The smearing entropy term looks like an effect of heat. The occupations of this metallic nitride were blurred over a width of 0.1 eV, and that width divided by the Boltzmann constant is 1160 K. The column therefore seems to hold the entropy contribution of electrons at that temperature. Since the width is the same in each row, the term also seems to be a fixed offset that drops out when two volumes are compared. The first reading fails badly and the second slightly, and one short formula shows why.

Rocksalt TaN (Fm-3m, two-atom cell) at fixed volumes, computed with Ansatz 0.2.0 using PBE, scalar-relativistic PAW and plane waves, without spin polarization. The cutoff is 420 eV, the k mesh 16×16×16 and the Gaussian smearing width 0.1 eV. The smearing entropy term is −TS, as it enters the free energy.

| volume (Å³/atom) | shortest distance (Å) | smearing entropy term (meV/atom) |
| --- | --- | --- |
| 9.481 | 2.116 | -2.520 |
| 9.804 | 2.140 | -2.620 |
| 10.064 | 2.159 | -2.690 |
| 10.127 | 2.164 | -2.710 |
| 10.346 | 2.179 | -2.770 |
| 10.451 | 2.186 | -2.800 |
| 10.774 | 2.209 | -2.890 |
| 11.096 | 2.230 | -2.980 |
| 11.147 | 2.234 | -3.000 |
| 11.420 | 2.252 | -3.070 |
| 11.592 | 2.263 | -3.120 |
| 11.851 | 2.280 | -3.180 |

The most compressed rows, from 9.481 to 10.127 Å³/atom, already contradict the fixed offset. The term goes from −2.52 to −2.71 meV/atom although neither the width nor the crystal structure changes. Something in the metal itself must enter, and it must become more plentiful as the atoms move apart.

It is the supply of electron levels close to the Fermi level. Gaussian smearing gives a level at distance $\varepsilon$ from the Fermi level the entropy $e^{-x^2}/(2\sqrt{\pi})$, where $x=\varepsilon/\sigma$ and $\sigma$ is the width. A level blurred by the same Gaussian adds $e^{-x^2}/(\sqrt{\pi}\,\sigma)$ to the density of states at the Fermi level. The two expressions have the same shape. The term is the entropy multiplied by $\sigma$, so the sum over all levels gives

$$TS=\frac{\sigma^2}{2}\,D_\sigma .$$

Here $TS$ is the size of the term per cell, and $D_\sigma$ is the blurred density of states at the Fermi level, both spins included. The formula has no adjustable constant and applies to all twelve rows. Despite the letter $T$, it contains no temperature, only a width that the user chose. The column is a level count multiplied by a setting.

The squeezed crystal has fewer such levels because its bands are wider. Short contacts strengthen the overlap between tantalum 5d orbitals, and between these and nitrogen 2p orbitals, which spreads the same number of levels over more energy. The calculation supports this picture indirectly. The range in which the ninth and tenth bands overlap in energy is 4.73 eV in the tightest cell and falls at each step of expansion, to 3.41 eV in the loosest. That overlap is not the density at the Fermi level itself, so band narrowing remains an argument from theory that the numbers agree with.

The middle rows, from 10.346 to 10.774 Å³/atom, lead to the equilibrium volume, where the calculated pressure almost vanishes. The formula can be worked through there. The cell holds two atoms, so the term is $2\times2.89=5.78$ meV per cell. Dividing by $\sigma^2/2=0.005$ eV² gives 1.156 states per eV and cell.

The same row exposes the false temperature. Thermal electrons in a flat density of states $D$ obey $TS=(\pi^2/3)(k_\mathrm{B}T)^2D$, where $k_\mathrm{B}$ is the Boltzmann constant. The calculation also prints a density of states for this volume, 0.785 states per eV and cell, which was not derived from the entropy. With $k_\mathrm{B}T=0.1$ eV, half of $(\pi^2/3)\times0.01\times0.785$ eV is about 13 meV/atom. The table has 2.89 meV/atom, several times too little for electrons at 1160 K.

The cause lies in the breadth and shape of the two blurring functions. A Gaussian dies off quickly, whereas the thermal Fermi-Dirac distribution is broader at the same nominal width and also has longer tails, so it disturbs levels several $k_\mathrm{B}T$ away. For the same flat density of states, the factor is 1/2 in one case and $\pi^2/3$ in the other. The two terms become equal when $k_\mathrm{B}T$ is about 0.39 times the width, which here means roughly 450 K. This is a conversion between two formulas, and the electrons have not been given that temperature either.

For someone who needs a free energy at room temperature, the column errs in the other direction. At 300 K the thermal entropy term for the equilibrium cell is 0.86 meV/atom with the printed density of states and 1.27 meV/atom with the one implied by the smearing. The tabulated term is more than twice as large as either. Moreover, only half of a thermal entropy term remains in the free energy, because heat raises the energy of the electrons by the other half. The tabulated value should not be entered in a thermodynamic balance as the electronic contribution at room temperature.

The gap between those two estimates has its own lesson. The density of states implied by the entropy is about 1.5 times the printed one, so the printed value cannot be the same Gaussian average over the same levels. A pair of levels at the centre of the Brillouin zone lies only 0.085 eV above the Fermi level, within the smearing width. The bands rise away from that point, however, and so small a part of the zone holds too few states to make up the difference. A k mesh that is too coarse is a plausible cause. On the way from the zone centre to its boundary, two bands climb by more than 0.6 eV between neighbouring printed points as they cross the Fermi level. The mesh is coarser still along this line, so few of its points fall within the smearing width. A denser mesh would test this. Until then the thermal estimate is uncertain by a factor of one and a half or more.

The rows on either side of equilibrium show what the second misreading costs. To leading order, smearing pushes the free energy below its zero-width value by half the term, and the energy without the entropy lies above it by the same half. Adding back the whole term thus only reverses the error, while adding back half removes most of it. Because the term grows in size with volume, its contribution lowers the free energy a little more as the crystal expands. The smearing acts as a faint outward pressure, on average 0.022 GPa over the series.

That pressure is small, and no row shows it separately. The printed pressure belongs to the free energy, smearing included, and at 10.774 Å³/atom it is only −0.003 GPa, closer to zero than the smearing contribution. The cell is thus balanced for the smeared free energy and not quite for the zero-width energy. The crystal is very stiff, with a bulk modulus of about 331 GPa from the neighbouring rows, so the equilibrium volume moves by less than 0.01 %. For a lattice constant this does no harm.

The smearing does just as little harm to energy differences between volumes of this one structure. Squeezing the crystal from equilibrium to the first row costs 201 meV/atom in zero-width energy. The free energy misstates this cost by 0.19 meV/atom, about a thousandth of it. Most of the smearing error is common to both cells, and only its change with volume survives. The half-term correction is itself a leading-order rule that presumes a dense k mesh. Testing what it leaves behind would take a second width and a denser mesh.

The stretched rows, from 11.096 to 11.851 Å³/atom, continue the rise without a break. Over the whole table the volume increases by 25 % and the size of the term by 26 %, so the two are nearly proportional. The smooth course does not prove that the k mesh is dense enough. As the bands narrow gradually, the same mesh points stay close to the Fermi level, so a sampling error can run through the whole series without a visible jump.

A free-electron gas is the simplest system that behaves in this way. When a fixed number of electrons gets more room, their kinetic energies fall, the levels crowd together, and the density of states at the Fermi level rises as the two-thirds power of the volume. The analogy gives the right direction, but the density of states implied by the table rises faster than this, even if sampling may distort the rate. A free-electron gas has no d orbitals whose overlap fades as the atoms separate, so it should not be used for the rate.

A neighbouring series makes the meaning of the column plain. Magnesium oxide has the same rocksalt structure but a wide gap, and with the same width its smearing term would be practically zero at each of these volumes, because no level lies near the Fermi level. For the nitride itself, halving the width would cut the term to about a quarter, as long as the density of states is fairly even across the blurred range and the k mesh is dense enough for the smaller width. No real entropy depends on such a choice. The size of the term is best read as a warning of how strongly a metal feels the smearing, and the output below gives the implied density of states for every row.

Output of the analysis:

```
Smearing term and its companions:
     row  half term meV/atom  implied DOS states/eV/cell  zero-width energy above minimum meV/atom  pressure GPa  band overlap eV
   9.481                1.26                       1.008                                     200.7         55.86            4.726
   9.804                1.31                       1.048                                     106.3         38.28            4.506
  10.064               1.345                       1.076                                     54.35         26.13             4.34
  10.127               1.355                       1.084                                      44.5         23.38            4.301
  10.346               1.385                       1.108                                     18.74          14.6             4.17
  10.451                 1.4                        1.12                                     10.48         10.73            4.109
  10.774               1.445                       1.156                                         0     -0.002828             3.93
  11.096                1.49                       1.192                                       9.4        -9.079            3.763
  11.147                 1.5                         1.2                                     12.55        -10.41            3.737
   11.42               1.535                       1.228                                     35.94        -16.86            3.605
  11.592                1.56                       1.248                                     55.98        -20.48            3.525
  11.851                1.59                       1.272                                     93.24        -25.38            3.409
growth of the term from smallest to largest volume, %: 26.19
growth of the volume, %: 25
shrinkage of the band overlap, %: 27.87
temperature if the width were kT, K: 1160
temperature at which a thermal term would equal the smearing term, flat DOS, K: 452.4
thermal term with kT equal to the width over smearing term, flat DOS, ratio: 6.58
thermal term at 300 K, equilibrium, implied DOS, meV/atom: 1.271
thermal term at 300 K, equilibrium, printed DOS, meV/atom: 0.863
implied over printed DOS at equilibrium, ratio: 1.473
outward pressure from the smearing, mean over the series, GPa: 0.02231
bulk modulus from the rows beside equilibrium, GPa: 331
shift of the equilibrium volume by smearing, Å³/atom: 0.0007262
shift of the equilibrium volume by smearing, %: 0.006741
error of the free energy in compressing from equilibrium to the smallest volume, meV/atom: 0.185
zero-width energy of that compression, meV/atom: 200.7
```
